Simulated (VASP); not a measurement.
# BaTiO3 (Pm-3m) in VASP: notebook

The runs below take BaTiO3 through single point, relaxation of cell and atoms, with LDA, PBEsol.

All numbers are computed with VASP 6.6.1; they aren't measurements. Logs are shortened: lines on timing, memory, paths and dates and some standing lists are left out, and cuts for length are marked.

## 1. Starting point

Symmetry: Pm-3m, No. 221, cubic system. The conventional cell has a = 4.006 Å, b = 4.006 Å, c = 4.006 Å, α = 90.00°, β = 90.00°, γ = 90.00°. Ba (site symmetry m-3m) is surrounded by 12 O at 2.83 Å. Ti (site symmetry m-3m) has 6 O at 2.00 Å as nearest neighbours. O (site symmetry 4/mmm) is surrounded by 2 Ti at 2.00 Å.

## 2. Single point, LDA

Input file INCAR:

```
PREC = Accurate
ENCUT = 520
EDIFF = 1E-5
ISMEAR = 0
SIGMA = 0.05
LREAL = False
LASPH = True
NELM = 100
ALGO = Normal
ISIF = 2
LWAVE = False
LCHARG = False
GGA = CA
ADDGRID = False
```

Input file KPOINTS:

```
Automatic mesh
0
Gamma
  7 7 7
```

Input file POSCAR:

```
BaTiO3
1.0
    4.0060000000      0.0000000000      0.0000000000
    0.0000000000      4.0060000000      0.0000000000
    0.0000000000      0.0000000000      4.0060000000
Ba Ti O
1 1 3
Direct
    0.4701120000      0.5031600000      0.5056990000
   -0.0202070000      0.0016430000     -0.0204470000
   -0.0270160000     -0.0188640000      0.5097340000
   -0.0003670000      0.4971430000     -0.0056670000
    0.4958670000     -0.0087980000      0.0064420000
```

Potentials or basis: VASP PAW LDA potentials, release 64 (Ba_sv, Ti_sv, O).

Launch:

```bash
$ cat potpaw_LDA.64/Ba_sv/POTCAR potpaw_LDA.64/Ti_sv/POTCAR potpaw_LDA.64/O/POTCAR > POTCAR
$ mpirun -np 1 vasp_std > vasp.out
```

OUTCAR:

```text
PREC = Accurate
   ENCUT = 520
   EDIFF = 1E-5
   ISMEAR = 0
   LREAL = False
   LASPH = True
   NELM = 100
   ISIF = 2
   GGA = CA

 Found    172 irreducible k-points:

 Following reciprocal coordinates:
            Coordinates               Weight
  0.000000  0.000000  0.000000      1.000000
  0.142857  0.000000  0.000000      2.000000
  0.000000  0.142857  0.000000      2.000000
  0.000000  0.000000  0.142857      2.000000
  0.285714  0.000000  0.000000      2.000000
  0.000000  0.285714  0.000000      2.000000
   k-points           NKPTS =    172   k-points in BZ     NKDIM =    172   number of bands    NBANDS=     24
   number of dos      NEDOS =    301   number of ions     NIONS =      5
   total plane-waves  NPLWV =  27000
   dimension x,y,z NGX =    30 NGY =   30 NGZ =   30
   dimension x,y,z NGXF=    60 NGYF=   60 NGZF=   60
   ions per type =               1   1   3
   NGX,Y,Z   is equivalent  to a cutoff of  12.45, 12.45, 12.45 a.u.
   NGXF,Y,Z  is equivalent  to a cutoff of  24.90, 24.90, 24.90 a.u.
 SYSTEM =  unknown system
   PREC   = accura    normal or accurate (medium, high low for compatibility)
   ISTART =      0    job   : 0-new  1-cont  2-samecut
   ICHARG =      2    charge: 1-file 2-atom 10-const
   ISPIN  =      1    spin polarized calculation?
   LNONCOLLINEAR =      F non collinear calculations
   LSORBIT =      F    spin-orbit coupling
   LASPH  =      T    aspherical Exc in radial PAW
   ENCUT  =  520.0 eV  38.22 Ry    6.18 a.u.   7.45  7.45  7.45*2*pi/ulx,y,z
   NELM   =    100;   NELMIN=  2; NELMDL= -5     # of ELM steps
   EDIFF  = 0.1E-04   stopping-criterion for ELM
   LREAL  =      F    real-space projection
   EDIFFG = 0.1E-03   stopping-criterion for IOM
   NSW    =      0    number of steps for IOM
   IBRION =     -1    ionic relax: 0-MD 1-quasi-New 2-CG
   NFREE  =      0    steps in history (QN), initial steepest desc. (CG)
   ISIF   =      2    stress and relaxation
   ISYM   =      2    0-nonsym 1-usesym 2-fastsym
   POTIM  = 0.5000    time-step for ionic-motion
   TEBEG  =    0.0;   TEEND  =   0.0 temperature during run
   PSTRESS=    0.0 pullay stress
   NELECT =      40.0000    total number of electrons
   NUPDOWN=      -1.0000    fix difference up-down
   EMIN   =  10.00;   EMAX   =-10.00  energy-range for DOS
   EFERMI =   0.00;   METHOD = LEGACY
   ISMEAR =     0;   SIGMA  =   0.05  broadening in eV -4-tet -1-fermi 0-gaus
   EFERMI_NEDOS =   21; number of points for ismear=-14 and -15
   IALGO  =     38    algorithm
   IMIX   =      4    mixing-type and parameters
     AMIX     =   0.40;   BMIX     =  1.00
     AMIX_MAG =   1.60;   BMIX_MAG =  1.00
  volume/ion in A,a.u.               =      12.86        86.77
  Fermi-wavevector in a.u.,A,eV,Ry     =   1.397603  2.641087 26.576187  1.953295
  Thomas-Fermi vector in A             =   2.520843
   LORBIT       =      0    0 simple, 1 ext, 2 COOP (PROOUT), +10 PAW based schemes
   GGA     = CA    functional components
   LHFCALC =     F    Hartree Fock is set to
   AEXX    =    0.0000 exact exchange contribution
   IVDW    =     0    specifies the selected vdW correction
   LEPSILON=     F    determine dielectric tensor
   LRPA    =     F    only Hartree local field effects (RPA)
 non-spin polarized calculation
 Gauss-broadening in eV      SIGMA  =   0.05
  energy-cutoff  :      520.00
  volume of cell :       64.29
 maximum number of plane-waves:      1759
 NGX is ok and might be reduce to    30
   NGX = 15   NGY = 15   NGZ = 15

 number of electron      40.0000004 magnetization

 Free energy of the ion-electron system (eV)
  ---------------------------------------------------
  ext. energy  EPLUGINS =         0.00000000
  ---------------------------------------------------
  free energy    TOTEN  =       -44.06281834 eV

  energy without entropy =      -44.06281834  energy(sigma->0) =      -44.06281834

 E-fermi :   3.7458     XC(G=0): -11.7160

 val. band max:        3.4274784865   @ k =  -0.4286  -0.4286   0.4286
 cond. band min:       5.3274021212   @ k =   0.0000   0.0000   0.0000
 fundamental gap:      1.8999236347
 Fermi energy:         3.7457616059

 k-point     1 :       0.0000    0.0000    0.0000
  band No.  band energies     occupation
      1     -52.2942      2.00000
      2     -28.9455      2.00000
      3     -28.9160      2.00000
      4     -28.9077      2.00000
      5     -21.1672      2.00000
      6     -13.0791      2.00000
[... 16 lines left out ...]
     23       5.4962      0.00000
     24       7.5733      0.00000

 k-point     2 :       0.1429    0.0000    0.0000
  band No.  band energies     occupation
      1     -52.2940      2.00000
      2     -28.9452      2.00000
      3     -28.9262      2.00000
      4     -28.9073      2.00000
      5     -21.1445      2.00000
      6     -13.1011      2.00000
[... 16 lines left out ...]
     23       5.7728      0.00000
     24       7.6278      0.00000

 k-point     3 :       0.0000    0.1429    0.0000
  band No.  band energies     occupation
      1     -52.2940      2.00000
      2     -28.9452      2.00000
      3     -28.9180      2.00000
      4     -28.9155      2.00000
      5     -21.1447      2.00000
      6     -13.1005      2.00000
[... 16 lines left out ...]
     23       5.7761      0.00000
     24       7.6545      0.00000

 k-point     4 :       0.0000    0.0000    0.1429
  band No.  band energies     occupation
      1     -52.2940      2.00000
      2     -28.9557      2.00000
      3     -28.9157      2.00000
      4     -28.9073      2.00000
      5     -21.1445      2.00000
      6     -13.0841      2.00000
[... 16 lines left out ...]
     23       5.8291      0.00000
     24       7.5756      0.00000

 k-point     5 :       0.2857    0.0000    0.0000
  band No.  band energies     occupation
      1     -52.2936      2.00000
      2     -28.9490      2.00000
      3     -28.9440      2.00000
      4     -28.9064      2.00000
      5     -21.0927      2.00000
      6     -13.2100      2.00000
[... 16 lines left out ...]
     23       6.4681      0.00000
     24       7.6287      0.00000

 k-point     6 :       0.0000    0.2857    0.0000
  band No.  band energies     occupation
      1     -52.2936      2.00000
      2     -28.9446      2.00000
      3     -28.9403      2.00000
      4     -28.9147      2.00000
      5     -21.0932      2.00000
      6     -13.2073      2.00000
[... 16 lines left out ...]
     23       6.4536      0.00000
     24       7.6525      0.00000

 [... further k-points ...]
[... 5 lines left out ...]
  --------------------------------------------------------------------------------------
  -------------------------------------------------------------------------------------
  Total       -2.4808149     -2.7286194     -1.8835936     -0.0901439     -0.1139602     -0.1444878
  in kB      -61.8261362    -68.0018461    -46.9423645     -2.2465391     -2.8400823     -3.6008820
  external PRESSURE =     -58.9234489 kB  Pullay stress =       0.0000000 kB

 VOLUME and BASIS-vectors are now :
 -----------------------------------------------------------------------------
  energy-cutoff  :      520.00
  volume of cell :       64.29
      direct lattice vectors                 reciprocal lattice vectors
     4.006000000  0.000000000  0.000000000     0.249625562  0.000000000  0.000000000
     0.000000000  4.006000000  0.000000000     0.000000000  0.249625562  0.000000000
     0.000000000  0.000000000  4.006000000     0.000000000  0.000000000  0.249625562

 POSITION                                       TOTAL-FORCE (eV/Angst)
 -----------------------------------------------------------------------------------
      1.88327      2.01566      2.02583         0.356740     -0.144076     -0.372543
      3.92505      0.00658      3.92409        -0.413858      0.007115      0.045693
      3.89777      3.93043      2.04199         0.350851      0.386450      0.152192
      4.00453      1.99155      3.98330        -0.164371     -0.446228      0.205657
      1.98644      3.97076      0.02581        -0.129361      0.196738     -0.030999
 -----------------------------------------------------------------------------------
    total drift:                               -0.000365     -0.000477      0.000843

  FREE ENERGIE OF THE ION-ELECTRON SYSTEM (eV)
  ---------------------------------------------------
  free  energy   TOTEN  =       -44.0628183401 eV

  energy  without entropy=      -44.0628183401  energy(sigma->0) =      -44.06281834
```

Wall time 3.8 min (1 thread of AMD EPYC 7R13 (Zen 3), shared host); peak memory 0.33 GiB.

The run converged, but some of its settings lie outside the range that counts as converged, so its numbers aren't taken as properties of the crystal.

Results:

```
Free energy            : -44.0628 eV
Pressure               : -5.9 GPa
Largest force          : 0.544 eV/Å
Band gap on the k mesh : 1.90 eV, indirect (least direct gap 2.10 eV)
```

Caveat: spin-orbit coupling is left out, which moves the levels of the heavy elements; an odd mesh through Γ misses points on the zone boundary, where band edges often lie.

## 3. Single point, LDA

INCAR, as its differences from that of step 2:

```diff
@@ -1,4 +1,4 @@
 PREC = Accurate
-ENCUT = 520
-EDIFF = 1E-5
+ENCUT = 460
+EDIFF = 1E-7
 ISMEAR = 0
```

Input file KPOINTS:

```
Automatic mesh
0
Gamma
  8 8 8
```

Input file POSCAR:

```
BaTiO3
1.0
    4.0060000000      0.0000000000      0.0000000000
    0.0000000000      4.0060000000      0.0000000000
    0.0000000000      0.0000000000      4.0060000000
Ba Ti O
1 1 3
Direct
    0.5000000000      0.5000000000      0.5000000000
    0.0000000000      0.0000000000      0.0000000000
    0.0000000000      0.0000000000      0.5000000000
    0.0000000000      0.5000000000      0.0000000000
    0.5000000000      0.0000000000      0.0000000000
```

Potentials or basis: VASP PAW LDA potentials, release 64 (Ba_sv, Ti_sv, O).

Launch:

```bash
$ cat potpaw_LDA.64/Ba_sv/POTCAR potpaw_LDA.64/Ti_sv/POTCAR potpaw_LDA.64/O/POTCAR > POTCAR
$ mpirun -np 1 vasp_std > vasp.out
```

Run time: 37 s. Hardware: 1 thread of AMD EPYC 7R13 (Zen 3), shared host; peak memory 0.14 GiB.

These settings aren't checked as converged: the numbers below hold their error.

What came out:

```
Free energy            : -44.1074 eV
Pressure               : -8.0 GPa
Band gap on the k mesh : 1.65 eV, indirect (least direct gap 1.80 eV)
```

Caveat: the cutoff is under 1.25 times the usual one of these potentials, so pressure, stress and relaxed cells hold a basis-set (Pulay) error; spin-orbit coupling is left out, which moves the levels of the heavy elements.

## 4. Single point, LDA

INCAR is that of step 3.

KPOINTS is that of step 3.

Input file POSCAR:

```
BaTiO3
1.0
    4.0060000000      0.0000000000      0.0000000000
    0.0000000000      4.0060000000      0.0000000000
    0.0000000000      0.0000000000      4.0060000000
Ba Ti O
1 1 3
Direct
    0.4701120000      0.5031600000      0.5056990000
   -0.0202070000      0.0016430000     -0.0204470000
   -0.0270160000     -0.0188640000      0.5097340000
   -0.0003670000      0.4971430000     -0.0056670000
    0.4958670000     -0.0087980000      0.0064420000
```

Launch:

```bash
$ cat potpaw_LDA.64/Ba_sv/POTCAR potpaw_LDA.64/Ti_sv/POTCAR potpaw_LDA.64/O/POTCAR > POTCAR
$ mpirun -np 1 vasp_std > vasp.out
```

Wall time 5.4 min (1 thread of AMD EPYC 7R13 (Zen 3), shared host); peak memory 0.39 GiB.

The run converged, but some of its settings lie outside the range that counts as converged, so its numbers aren't taken as properties of the crystal.

What came out:

```yaml
Free_energy: -44.0721 eV
Pressure: -6.6 GPa
Largest_force: 0.544 eV/Å
Band_gap_on_the_k_mesh: 1.82 eV, indirect (least direct gap 2.10 eV)
```

Caveat: the cutoff is under 1.25 times the usual one of these potentials, so pressure, stress and relaxed cells hold a basis-set (Pulay) error; spin-orbit coupling is left out, which moves the levels of the heavy elements.

## 5. Relaxation of cell and atoms, PBEsol, target pressure 2 GPa, at which the enthalpy is minimised

Input file INCAR:

```
SYSTEM = BaTiO3
ALGO = Normal ; EDIFF = 1E-6
EDIFFG = -0.01 ; ENCUT = 600
GGA = PS ; IBRION = 2
ISIF = 3 ; ISMEAR = -1
LASPH = .True. ; LCHARG = .False.
LREAL = .False. ; LWAVE = .False.
NELM = 100 ; NSW = 60
PREC = Accurate ; PSTRESS = 20
SIGMA = 0.05
```

Input file KPOINTS:

```
k-points
0
Gamma
  5 5 5
  0 0 0
```

Input file POSCAR:

```
BaTiO3
1.0
    4.0060000000      0.0000000000      0.0000000000
    0.0000000000      4.0060000000      0.0000000000
    0.0000000000      0.0000000000      4.0060000000
Ba Ti O
1 1 3
Direct
    0.5000000000      0.5000000000      0.5000000000
    0.0000000000      0.0000000000      0.0000000000
    0.0000000000      0.0000000000      0.5000000000
    0.0000000000      0.5000000000      0.0000000000
    0.5000000000      0.0000000000      0.0000000000
```

Potentials or basis: VASP PAW PBE potentials, release 64 (Ba_sv, Ti_sv, O).

Launch:

```bash
$ cat potpaw_PBE.64/Ba_sv/POTCAR potpaw_PBE.64/Ti_sv/POTCAR potpaw_PBE.64/O/POTCAR > POTCAR
$ mpirun -np 1 vasp_std > vasp.out
```

Wall time 28 s (1 thread of AMD EPYC 9R45 (Zen 5), shared host); peak memory 0.17 GiB.

Results (log left out):

| Quantity | Value |
| --- | --- |
| Free energy | -41.9818 eV |
| Relaxed volume | 12.50 Å³/atom |
| Relaxed cell | a = 3.969 Å, b = 3.969 Å, c = 3.969 Å, α = 90.00°, β = 90.00°, γ = 90.00° |
| Space group after relaxing (to 0.05 Å) | Pm-3m (No. 221) |
| Energy change on relaxing (the enthalpy is what falls) | -1.2 meV/atom |
| Ionic steps | 3 |
| Pressure after relaxing | 2.0 GPa |
| Band gap on the k mesh | 1.86 eV, direct |

Step by step:
```tsv
step	energy change (eV)	largest force (eV/Å)	pressure (GPa)	volume (Å³)
1	0.0000	0.0000	-2.96	64.29
2	0.0510	0.0000	8.02	60.65
3	-0.0061	0.0000	1.97	62.52
```

Final structure:
```
CELL_PARAMETERS angstrom
3.96886 0.00000 0.00000
0.00000 3.96886 0.00000
0.00000 0.00000 3.96886
ATOMIC_POSITIONS crystal
Ba 0.50000 0.50000 0.50000
Ti 0.00000 0.00000 0.00000
O 0.00000 0.00000 0.50000
O 0.00000 0.50000 0.00000
O 0.50000 0.00000 0.00000
```

Levels at points of the mesh, in eV from the valence-band top:
```
           k point  band 18  band 19  band 20  band 21  band 22  band 23
(0.00, 0.00, 0.00)     0.00     0.00     0.00     1.86     1.86     1.86
```

Caveat: the cell is relaxed towards a set pressure, so the enthalpy falls and the energy may rise; the PAW data sets were made with another functional, which shifts forces and pressure a little; spin-orbit coupling is left out, which moves the levels of the heavy elements; an odd mesh through Γ misses points on the zone boundary, where band edges often lie.

## 6. Relaxation of cell and atoms, PBEsol, target pressure 5 GPa, at which the enthalpy is minimised

INCAR, as its differences from that of step 5:

```diff
@@ -8,3 +8,3 @@
 NELM = 100 ; NSW = 60
-PREC = Accurate ; PSTRESS = 20
+PREC = Accurate ; PSTRESS = 50
 SIGMA = 0.05
```

KPOINTS is that of step 5.

POSCAR is that of step 5.

Potentials or basis: VASP PAW PBE potentials, release 64 (Ba_sv, Ti_sv, O).

Launch:

```bash
$ cat potpaw_PBE.64/Ba_sv/POTCAR potpaw_PBE.64/Ti_sv/POTCAR potpaw_PBE.64/O/POTCAR > POTCAR
$ mpirun -np 1 vasp_std > vasp.out
```

It took 28 s on 1 thread of AMD EPYC 9R45 (Zen 5), shared host; peak memory 0.17 GiB.

It converged, with:

```
Free energy                                            : -41.9618 eV
Relaxed volume                                         : 12.32 Å³/atom
Relaxed cell                                           : a = 3.949 Å, b = 3.949 Å, c = 3.949 Å, α = 90.00°, β = 90.00°, γ = 90.00°
Space group after relaxing (to 0.05 Å)                 : Pm-3m (No. 221)
Energy change on relaxing (the enthalpy is what falls) : +2.8 meV/atom
Ionic steps                                            : 3
Pressure after relaxing                                : 4.9 GPa
Band gap on the k mesh                                 : 1.87 eV, direct
```

The path:
```csv
step,energy change (eV),largest force (eV/Å),pressure (GPa),volume (Å³)
1,0.0000,0.0000,-2.96,64.29
2,0.2108,0.0000,16.28,58.53
3,0.0139,0.0000,4.90,61.58
```

Final structure:
```yaml
crystal:
  lattice:
    - [3.94885, 0.00000, 0.00000]
    - [0.00000, 3.94885, 0.00000]
    - [0.00000, 0.00000, 3.94885]
  atoms:
    - { symbol: Ba, position: [0.50000, 0.50000, 0.50000] }
    - { symbol: Ti, position: [0.00000, 0.00000, 0.00000] }
    - { symbol: O, position: [0.00000, 0.00000, 0.50000] }
    - { symbol: O, position: [0.00000, 0.50000, 0.00000] }
    - { symbol: O, position: [0.50000, 0.00000, 0.00000] }
```

Levels at points of the mesh, in eV from the valence-band top:
| k point | band 16 | band 17 | band 18 | band 19 | band 20 | band 21 | band 22 | band 23 | band 24 |
| --- | --- | --- | --- | --- | --- | --- | --- | --- | --- |
| (0.00, 0.00, 0.00) | -1.07 | -1.07 | 0.00 | 0.00 | 0.00 | 1.87 | 1.87 | 1.87 | 4.31 |

Caveat: the cell is relaxed towards a set pressure, so the enthalpy falls and the energy may rise; the PAW data sets were made with another functional, which shifts forces and pressure a little; spin-orbit coupling is left out, which moves the levels of the heavy elements; an odd mesh through Γ misses points on the zone boundary, where band edges often lie.
